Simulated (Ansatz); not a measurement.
Here is an Ansatz input file for Si (distorted cell). Write the same calculation for the Python package.

```yaml
crystal:
  lattice: { a: 2.527, b: 2.527, c: 2.373, alpha: 90.0, beta: 90.0, gamma: 120.0 }
  space_group: 191
  atoms:
    - { symbol: Si, position: [0.0, 0.0, 0.0] }
basis:
  ecutwfc: 544.2277249198
kpoints:
  mp_grid: { grid: [6, 6, 5] }
hamiltonian:
  xc: { exchange: slater, correlation: lda }
scf:
  max_iter: 150
  mixing: { algorithm: broyden }
  occupations: { method: gaussian, width: 0.02 }
output:
  dos: { de: 0.1, method: tetrahedron, nscf_kmesh: { kspacing: 0.24 } }
  xc_energy_on_converged_density: [pbesol, pbe, revpbe]
  eigenvalues: true
```

Launched from the shell:
```console
$ ansatz run input.yaml --threads 1 --pin off --max-ram 3072MiB --backend cpu --events-out ev --progress --plain --runs-dir out
crystal.space_group: 191 is read as P6/mmm: the typed cell holds Si1 (Si 1a). Least distances (Å): Si–Si 2.373
Engine: ansatz 0.2.0, x86_64-unknown-linux-gnu
Pseudopotentials: kind: paw
Pseudopotential: Si, paw, valence charge 4, recommended cutoff 420 eV (normal), Si.paw.azcp
Functional definition: unnamed
  exchange = slater_x
  correlation = pw_c
Crystal: 1 atoms, lattice volume = 13.123 Å³
Basis set: ecut = 544.2277249198 eV, 393 PW (Γ)
Bands: 6, of which v1, the nominal top of the filled ones, is band 2 counted from 1 (1 counted from 0)
Symmetry: 24 space group operations
Space group: P6/mmm (ITA 191), of the structure as read, at distance tolerance 2.4e-5 Å
k-points: 21 of 180
Non-local potential: Si, projectors of the file, l = 0: 2, l = 1: 2, l = 2: 2
PAW form: soft (Blöchl's): semilocal exchange-correlation on the pseudo side does not see the compensation charge
PAW frozen core: Si, regenerated for the run's functional, and the local potential with it (the file was generated under x = pbe(κ = 0.804, μ = 0.2195149727645171), c = pbe(β = 0.06672455060314922))
PAW one-centre angular grid: Si, 110 points (default); XC on 64 Gauss nodes
Initial density: superposition of atomic densities (neutral atoms: chi_scale 0, normalization atom), corrected by the library's trained network
Initial wavefunctions: pseudopotential atomic-orbital guess
Functional: x = slater, c = lda
Listed functional: x = pbesol(κ = 0.804, μ = 0.12345679012345678), c = pbesol(β = 0.046)
Listed functional: x = pbe(κ = 0.804, μ = 0.2195149727645171), c = pbe(β = 0.06672455060314922)
Listed functional: x = revpbe(κ = 1.245, μ = 0.2195149727645171), c = pbe(β = 0.06672455060314922)
SCF iter   1: F=—  HF=-608.234860 eV  |F-HF|=—  |Δ(HF+E_count)|=         —  Δρ=6.27e-3  dr2=4.28e-3  ethr=1.77e-3  ⟨swp⟩=5.9  Hψ=1284  notcnv=0
preconditioner: auto → none  [insulator: Δε(μ)=0.128 eV  Ē_g=14.754 eV  σ=0.020 eV  W_gap=0.71  n_scr=0 (ndim 8)  ℏωp=20.5 eV  f_vac=0.000  D(μ)=6.47/eV (n_scr^D=198)  ε∞_Penn≈2.9]
SCF iter   2: F=—  HF=-608.233325 eV  |F-HF|=—  |Δ(HF+E_count)|=   1.54e-3  Δρ=2.58e-3  dr2=6.08e-4  ethr=1.07e-4  ⟨swp⟩=2.0  Hψ=342  notcnv=0  defer=5  κ⁻¹=1.0e0(r=1)
SCF iter   3: F=—  HF=-608.233115 eV  |F-HF|=—  |Δ(HF+E_count)|=   2.10e-4  Δρ=3.95e-4  dr2=9.97e-6  ethr=1.52e-5  ⟨swp⟩=3.0  Hψ=216  notcnv=0  defer=6  κ⁻¹=4.4e-3(r=2)
SCF iter   4: F=—  HF=-608.233119 eV  |F-HF|=—  |Δ(HF+E_count)|=   3.91e-6  Δρ=3.71e-5  dr2=1.32e-7  ethr=2.49e-7  ⟨swp⟩=1.0  Hψ=120  notcnv=0  defer=6  κ⁻¹=8.1e-4(r=3)
SCF iter   5: F=-608.233119 eV  HF=-608.233119 eV  |F-HF|=1.70e-8  |Δ(HF+E_count)|=   5.31e-9  Δρ=1.53e-5  dr2=3.13e-8  ethr=2.50e-9  ⟨swp⟩=3.1  Hψ=384  notcnv=0
SCF 1 converged in 5 iterations: F = -608.233119 eV  dr2 = 3.13e-8
  greatest PAW one-centre occupation: 0.668 electrons in one spin orbital (limit 2), on the Si atom at site 0 (counted from 0), in its partial waves of l = 0
NSCF: frozen V_eff on 133 k-points
SCF converged after 5 iterations
Stability not checked: this state was not tested for a lower state beside it, because the mixer in use, unlike msr1, does not test its closes by its own steps (another_mixer; see scf.mixing.algorithm and scf.lower_state_search)
Free energy (F): -608.233119 eV
Harris-Foulkes:  -608.233119 eV  (|F-HF|=1.70e-8)
Internal energy: -608.231824 eV  (E = F + TS)
E sigma→0 (E₀):  -608.232472 eV
Entropy (-TS):   -0.001294 eV (-1.294 meV/atom)
Fermi energy:    11.989414 eV
--- Per-component energies (eV) ---
  E_band       = 22.586229
  E_kinetic    = 44.327465
  E_local      = 1.887734  (includes V_loc(G=0)·N_el)
  E_nonlocal   = 27.190958
  E_hartree    = 0.826877
  E_xc         = -56.863944
  E_vxc        = -49.755876  (∫ρ·V_xc dr)
  E_paw        = -485.978575  (= ΣΔE_a)
  E_vpaw       = -2.718019  (= ΣTr[D̂ρ^β])
  E_aug_tail   = 0.000003  (compensation charges beyond the density's cutoff)
  E_ewald      = -139.706673
  E_core_change = 0.084331  (= ΣΔE_core)
  E_smearing   = -0.001294  (= −TS)
  E_closure    = 0.000000  (closes the sum)
  Σ components = -608.233119   (vs F -608.233119, Δ=0.00e0)
--- E_xc of listed functionals on the converged density (eV per cell; not total energies) ---
  on the closing iteration's output density plus the core of the run's pseudopotentials (for a meta-GGA, its output tau too, plus the cores' where a run under it adds that), as the run's own E_xc is; on PAW an entry holds the one-centre parts besides; self-consistent for lda alone
  E_xc = -555.977217  pbesol
  E_xc = -570.155548  pbe
  E_xc = -572.331181  revpbe
--- Band table (eV; the first three rows and the last of 21) ---
  k-point 0: bands = ["-3.5232", "19.2027", "20.3971", "23.0164", "23.0164", "24.2791"]
  k-point 1: bands = ["-2.5115", "12.0955", "23.7882", "23.7882", "25.0659", "25.0659"]
  k-point 2: bands = ["0.4323", "5.6102", "26.0584", "26.0584", "26.8368", "26.8368"]
  k-point 20: bands = ["9.4491", "9.8772", "9.8772", "15.0869", "16.4842", "16.4842"]
```

Run as a notebook:

**Cell 1**
```python
import warnings

import ansatz as az
import numpy as np
from pymatgen.analysis.ewald import EwaldSummation
from pymatgen.core import Structure
```

**Cell 2**
```python
warnings.simplefilter("ignore", az.DeckWarning)

crystal = (
    az.Lattice.from_parameters(2.527, 2.527, 2.373, alpha=90, beta=90, gamma=120)
    .space_group(191)
    .atom("Si", [0.0, 0.0, 0.0])
)
```

**Cell 3**
```python
# the calculation
calculation = (
    crystal.calculation()
    .functional(exchange="slater", correlation="lda")
    .basis(20 * az.Ha)
    .kpoints(6, 6, 5)
    .occupations("gaussian", width=0.02)
    .mixing("broyden")
    .scf(max_iterations=150)
    .density_of_states(energy_step=0.1, method="tetrahedron", nscf_kmesh_spacing=0.24)
    .band_table()
    .xc_energy_on_converged_density(["pbesol", "pbe", "revpbe"])
)
planned = calculation.session().plan(threads=1)
facts = planned.describe()
print("plan:", facts["n_bands"], "bands,", len(facts["kpoints_frac"]), "k-points, plane waves", facts["n_pw_range"], "grid", facts["fft_dense"])
result = planned.execute()
rep = result.report
```
Output:
```text
plan: 6 bands, 21 k-points, plane waves [363, 393] grid [20, 20, 20]
```

**Cell 4**
```python
rep["published_state_doubts"]
```
Output:
```text
[]
```

**Cell 5**
```python
rep["mixing_algorithm"], rep["preconditioner"], rep["eigensolver"]
```
Output:
```text
('Broyden', 'none', 'band_cg')
```

**Cell 6**
```python
print("%-22s %14.5f eV" % ("F = E - TS", rep["free_energy_ev"]))
print("%-22s %14.5f eV" % ("E", rep["internal_energy_ev"]))
print("%-22s %14.5f eV" % ("Harris-Foulkes", rep["harris_foulkes_ev"]))
print("%-22s %14.5f eV" % ("Fermi level", rep["fermi_energy_ev"]))
```
Output:
```text
F = E - TS                 -608.23312 eV
E                          -608.23182 eV
Harris-Foulkes             -608.23312 eV
Fermi level                  11.98941 eV
```

**Cell 7**
```python
dos = result.density_of_states()
energy = np.asarray(dos.energies_ev) - dos.fermi_ev
top = min(levels[-1] for levels in rep["eigenvalues_ev"]) - dos.fermi_ev  # the computed bands end here
total = np.asarray(dos.spin_summed_g_bin_mean_per_ev)
print("E - E_F (eV)   states/eV")
for e in np.arange(-10, min(8, top), 1.0):
    print(f"{e:8.1f} {np.interp(e, energy, total):12.3f}")
```
Output:
```text
E - E_F (eV)   states/eV
   -10.0        0.233
    -9.0        0.252
    -8.0        0.263
    -7.0        0.253
    -6.0        0.297
    -5.0        0.397
    -4.0        0.365
    -3.0        0.426
    -2.0        0.430
    -1.0        0.285
     0.0        0.380
     1.0        0.361
     2.0        0.361
     3.0        0.410
     4.0        0.457
```

**Cell 8**
```python
final = Structure(result.lattice.cell_ang, [s.symbol for s in result.lattice.sites], [s.position_frac for s in result.lattice.sites])
# ions of the valence charge in a uniform background
ions = final.copy()
ions.add_oxidation_state_by_site([rep["n_electrons"] / len(ions)] * len(ions))
print(f"Ewald sum by pymatgen {EwaldSummation(ions).total_energy:.4f} eV, by the run {rep['components']['e_ewald']:.4f} eV")
```
Output:
```text
Ewald sum by pymatgen -139.7067 eV, by the run -139.7067 eV
```

**Cell 9**
```python
print("other functionals on this density (not self-consistent, eV)")
for entry in rep.get("xc_energy_on_converged_density", []):
    print(entry["functional"], {k: round(v, 3) for k, v in entry.items() if isinstance(v, float)})
```
Output:
```text
other functionals on this density (not self-consistent, eV)
pbesol {'e_xc_with_core_ev': -555.977}
pbe {'e_xc_with_core_ev': -570.156}
revpbe {'e_xc_with_core_ev': -572.331}
```

Caveats:
- These settings explore the input space; cutoff and mesh may be short of convergence.
- For a metal this mesh is far too coarse, so the numbers only illustrate the procedure.
- Only differences from the Fermi energy are physical; the zero of the scale is a convention.
- The cell is a database structure, distorted on purpose.
- The computed bands are complete only to about 4.5 eV above the Fermi level; beyond that the density of states is undercounted.
- Hardware and time: 0.9 s on 1 thread of Intel(R) Xeon(R) 6975P-C (Granite Rapids) (shared host), peak memory 0.36 GiB.

(Lines on the test bed's own set-up are left out of the output.)
